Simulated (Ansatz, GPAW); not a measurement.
# AlP with GLLB-SC from a Python script

These are simulated results from GPAW 26.7.0, not measurements. The cell began as a measured structure and was relaxed with r2SCAN in plane waves (Ansatz 0.2.0). All runs are without spin polarisation.

The symmetry is F-43m (No. 216, cubic); a = 5.479 Å in the conventional setting, 20.55 Å³ an atom. Al is surrounded by 4 P at 2.37 Å; P is surrounded by 4 Al at 2.37 Å.

GLLB-SC is a model potential. Its fundamental gap is the Kohn-Sham gap plus a derivative discontinuity, which the script evaluates at the band edges among the listed k points. Its total energy isn't variational and serves nothing here.

run.py reads:

```python
import json
from ase import Atoms
from gpaw import GPAW, PW, FermiDirac

atoms = Atoms(['Al', 'P'],
              cell=[[0.0, 2.739261, 2.739261], [2.739261, 0.0, 2.739261], [2.739261, 2.739261, 0.0]],
              scaled_positions=[[-0.0, 0.0, 0.0], [0.25, 0.25, 0.25]],
              pbc=True)
calc = GPAW(mode=PW(400), xc='GLLBSC', kpts={'size': (6, 6, 6), 'gamma': True},
            occupations=FermiDirac(0.02), maxiter=100, legacy_gpaw=True, txt='gpaw.txt')
atoms.calc = calc
res = {'energy': atoms.get_potential_energy(force_consistent=True)}
res['electrons'] = calc.get_number_of_electrons()
res['k'] = calc.get_ibz_k_points().tolist()
res['levels'] = [calc.get_eigenvalues(kpt=i).tolist() for i in range(len(res['k']))]
points = [[0.0, 0.0, 0.0], [-0.5, -0.5, 0.0], [-0.375, -0.375, 0.25], [-0.375, 0.0, 0.375], [0.0, 0.0, 0.5], [-0.5, -0.25, 0.25], [0.0, 0.5, 0.5]]
bands = calc.fixed_density(kpts=points, symmetry='off', nbands=round(res['electrons']) // 2 + 6, convergence={'bands': -2}, txt='bands.txt')
res['points'] = [bands.get_eigenvalues(kpt=i).tolist() for i in range(len(points))]
homo, lumo = bands.get_homo_lumo()
potential = calc.hamiltonian.xc.response.calculate_discontinuity_potential(homo, lumo)
res['discontinuity'] = bands.hamiltonian.xc.response.calculate_discontinuity(potential)
json.dump(res, open('results.json', 'w'))
print('free energy (eV):', round(res['energy'], 5))
```

Command: `python run.py`. It took 5.3 s on 1 thread of Arm Neoverse V2, on a shared host, peak memory 0.13 GiB.

The log gpaw.txt, trimmed of paths, versions and times, then the last line on the terminal. An iter line gives the energy in eV and the logarithms of the changes of orbitals (plane waves alone) and density (c: converged):

```
___ ___ ___ _ _ _
 |   |   |_  | | | |

 | | | | | . | | | |

 |__ |  _|___|_____|  26.7.0
 |___|_|

Input parameters:
  kpts: {gamma: True,
         size: (6, 6, 6)}
  maxiter: 100
  mode: {ecut: 400.0,
         name: pw}
  occupations: {fixmagmom: False,
                name: fermi-dirac,
                width: 0.02}
  xc: GLLBSC

System changes: positions, numbers, cell, pbc, initial_charges, initial_magmoms

Initialize ...

species:
  Al:
    name:    Aluminium
    Z:       13.0
    valence: 3
    core:    10
    charge:  0.0  # [|e|]
    compensation charges:
      type: gauss
      rc: 0.34  # [Å]
      lmax: 2
    cutoffs:
      filter: 1.91  # [Å]
      core: 2.36  # [Å]
    projectors
    | kind |    occ | energy [eV] | rcut [Å] |

    |------|--------|-------------|----------|

    |   3s |  2.000 |      -7.950 |    1.085 |

    |   3p |  1.000 |      -3.225 |    1.085 |

    |    s |        |      19.261 |    1.085 |

    |    p |        |      23.986 |    1.085 |

    |    d |        |       0.000 |    1.085 |

    Using partial waves for Al as LCAO basis

  P:
    name:    Phosphorus
    Z:       15.0
    valence: 5
    core:    10
    charge:  0.0  # [|e|]
    compensation charges:
      type: gauss
      rc: 0.30  # [Å]
      lmax: 2
    cutoffs:
      filter: 1.69  # [Å]
      core: 1.81  # [Å]
    projectors
    | kind |    occ | energy [eV] | rcut [Å] |

    |------|--------|-------------|----------|

    |   3s |  2.000 |     -16.108 |    0.953 |

    |   3p |  3.000 |      -7.835 |    0.953 |

    |    s |        |      11.103 |    0.953 |

    |    p |        |      19.376 |    0.953 |

    |    d |        |       0.000 |    0.953 |

    Using partial waves for P as LCAO basis

Reference energy: -15876.028202  # eV

Spin-paired calculation

Convergence criteria:
 Maximum [total energy] change in last 3 cyles: 0.0005 eV / valence electron
 Maximum integral of absolute [dens]ity change: 0.0001 electrons / valence electron
 Maximum integral of absolute [eigenst]ate change: 4e-08 eV^2 / valence electron
 Maximum number of scf [iter]ations: 100
 (Square brackets indicate name in SCF output, whereas a 'c' in
 the SCF output indicates the quantity has converged.)

Symmetries present (total): 24

  ( 1  0  0)  ( 1  0  0)  ( 1  0 -1)  ( 1  0 -1)  ( 1 -1  0)  ( 1 -1  0)
  ( 0  1  0)  ( 0  0  1)  ( 0  1 -1)  ( 0  0 -1)  ( 0 -1  1)  ( 0 -1  0)
  ( 0  0  1)  ( 0  1  0)  ( 0  0 -1)  ( 0  1 -1)  ( 0 -1  0)  ( 0 -1  1)

  ( 0  1  0)  ( 0  1  0)  ( 0  1 -1)  ( 0  1 -1)  ( 0  0  1)  ( 0  0  1)
  ( 1  0  0)  ( 0  0  1)  ( 1  0 -1)  ( 0  0 -1)  ( 1  0  0)  ( 0  1  0)
  ( 0  0  1)  ( 1  0  0)  ( 0  0 -1)  ( 1  0 -1)  ( 0  1  0)  ( 1  0  0)

  ( 0  0 -1)  ( 0  0 -1)  ( 0 -1  1)  ( 0 -1  1)  ( 0 -1  0)  ( 0 -1  0)
  ( 1  0 -1)  ( 0  1 -1)  ( 1 -1  0)  ( 0 -1  0)  ( 1 -1  0)  ( 0 -1  1)
  ( 0  1 -1)  ( 1  0 -1)  ( 0 -1  0)  ( 1 -1  0)  ( 0 -1  1)  ( 1 -1  0)

  (-1  1  0)  (-1  1  0)  (-1  0  1)  (-1  0  1)  (-1  0  0)  (-1  0  0)
  (-1  0  1)  (-1  0  0)  (-1  1  0)  (-1  0  0)  (-1  1  0)  (-1  0  1)
  (-1  0  0)  (-1  0  1)  (-1  0  0)  (-1  1  0)  (-1  0  1)  (-1  1  0)

216 k-points: 6 x 6 x 6 Monkhorst-Pack grid + [1/12,1/12,1/12]
16 k-points in the irreducible part of the Brillouin zone
       k-points in crystal coordinates                weights
   0:     0.00000000    0.00000000    0.00000000          1/216
   1:     0.16666667    0.16666667    0.00000000          6/216
   2:     0.16666667    0.16666667    0.16666667          8/216
   3:     0.33333333    0.16666667    0.16666667         12/216
   4:     0.33333333    0.33333333   -0.33333333         12/216
   5:     0.33333333    0.33333333    0.00000000          6/216
   6:     0.33333333    0.33333333    0.16666667         24/216
   7:     0.33333333    0.33333333    0.33333333          8/216
   8:     0.50000000    0.33333333   -0.33333333         24/216
   9:     0.50000000    0.33333333   -0.16666667         12/216
          ...
  15:     0.50000000    0.50000000    0.50000000          4/216

Wave functions: Plane wave expansion
  Cutoff energy: 400.000 eV
  Number of coefficients (min, max): 725, 754
  Pulay-stress correction: 0.000000 eV/Ang^3 (de/decut=0.000000)
  Using FFTW library
  ScaLapack parameters: grid=1x1, blocksize=None
  Wavefunction extrapolation:
    Improved wavefunction reuse through dual PAW basis

Occupation numbers: Fermi-Dirac:
  width: 0.0200  # eV

Eigensolver
   Davidson(niter=2)

Densities:
  Coarse grid: 18*18*18 grid
  Fine grid: 36*36*36 grid
  Total Charge: 0.000000

Density mixing:
  Method: separate
  Backend: msr1
  Linear mixing parameter: 0.05
  old densities: 10
  Width of damping distribution: 1.1
  Damping of long wavelength oscillations: 20

Hamiltonian:
  XC and Coulomb potentials evaluated on a 36*36*36 grid
  Using the GLLBSC Exchange-Correlation functional
  External potential:
    NoExternalPotential

XC parameters: GLLBSC functional being used consists of
  -----------------------------------------------------------------------
  | Weight | Module     | Description                                   |

  -----------------------------------------------------------------------
  |  1.000 | SCREENING  | GGA_X_PBE_SOL with 2 nearest neighbor stencil |

  |  1.000 | RESPONSE   | eps=0.0500 eV                                 |

  |  1.000 | XC         | GGA_C_PBE_SOL with 2 nearest neighbor stencil |

  -----------------------------------------------------------------------

Memory estimate:
  Process memory now: 110.14 MiB
  Calculator: 7.64 MiB
    Density: 3.04 MiB
      Arrays: 1.16 MiB
      Localized functions: 0.99 MiB
      Mixer: 0.89 MiB
    Hamiltonian: 0.78 MiB
      Arrays: 0.76 MiB
      XC: 0.00 MiB
      Poisson: 0.00 MiB
      vbar: 0.02 MiB
    Wavefunctions: 3.82 MiB
      Arrays psit_nG: 1.47 MiB
      Eigensolver: 0.16 MiB
      Projections: 0.05 MiB
      Projectors: 1.73 MiB
      PW-descriptor: 0.41 MiB

Total number of cores used: 1

Number of atoms: 2
Number of atomic orbitals: 8
Number of bands in calculation: 8
Number of valence electrons: 8
Bands to converge: occupied

... initialized

Initializing position-dependent things.

Density initialized from atomic densities
Creating initial wave functions:
  8 bands from LCAO basis set
Positions:
   0 Al     0.000000    0.000000    0.000000    ( 0.0000,  0.0000,  0.0000)
   1 P      1.369630    1.369630    1.369630    ( 0.0000,  0.0000,  0.0000)

Unit cell:
           periodic     x           y           z      points  spacing
  1. axis:    yes    0.000000    2.739261    2.739261    18     0.1757
  2. axis:    yes    2.739261    0.000000    2.739261    18     0.1757
  3. axis:    yes    2.739261    2.739261    0.000000    18     0.1757

  Lengths:   3.873900   3.873900   3.873900
  Angles:   60.000000  60.000000  60.000000

Effective grid spacing dv^(1/3) = 0.1917

iter:   1   -11.551171
iter:   2   -11.831140   -1.39  -0.70
iter:   3   -11.223797   -0.89  -0.69
iter:   4   -11.131571   -2.60  -0.98
iter:   5   -11.007771   -1.62  -1.13
iter:   6   -10.978737   -2.57  -1.45
iter:   7   -10.967592   -3.87  -1.70
iter:   8   -10.954428   -3.51  -1.83
iter:   9   -10.953786   -5.35  -2.93
iter:  10   -10.954351c  -5.22  -2.87
iter:  11   -10.954131c  -6.16  -3.80
iter:  12   -10.954075c  -7.28  -3.88
iter:  13   -10.954110c  -7.63c -4.15c

Converged after 13 iterations.

Energy contributions relative to reference atoms: (reference = -15876.028202)

Kinetic:        +25.444562
Potential:      -22.264391
External:        +0.000000
XC:             -14.139914
Entropy (-ST):   -0.000000
Local:           +0.005633
SIC:             +0.000000
--------------------------
Free energy:    -10.954110
Extrapolated:   -10.954110

GLLBSC response reference energy: 3.35314 eV (from HOMO)

Showing only first 2 kpts
 Kpt  Band  Eigenvalues  Occupancy
  0     2      3.35364    2.00000
  0     3      3.35364    2.00000
  0     4      7.15245    0.00000
  0     5      8.22058    0.00000

  1     2      2.64512    2.00000
  1     3      2.64512    2.00000
  1     4      7.27852    0.00000
  1     5      8.39953    0.00000

Fermi level: 4.58915

Gap: 1.872 eV
Transition (v -> c):
  (s=0, k=0, n=3, [0.00, 0.00, 0.00]) -> (s=0, k=12, n=4, [0.50, 0.50, 0.00])
Direct/indirect transitions are different
Direct gap: 3.799 eV
Transition at: (s=0, k=0, n=3, [0.00, 0.00, 0.00])

free energy (eV): -10.95411
```

The gap in the log is over the mesh alone; results.json adds the listed points. GLLB-SC gives a gap of 2.79 eV (1.872 eV Kohn-Sham over the listed points plus 0.917 eV discontinuity). On the same cell, plane-wave PBE (Ansatz, 8×8×8 k points and the special points) gives a gap of 1.60 eV and r2SCAN a gap of 1.93 eV; on shared hosts these took about 1.5 and 3.3 core-seconds on the 2-atom cell, against 5.3 for the script. Semilocal gaps usually lie below measured ones.
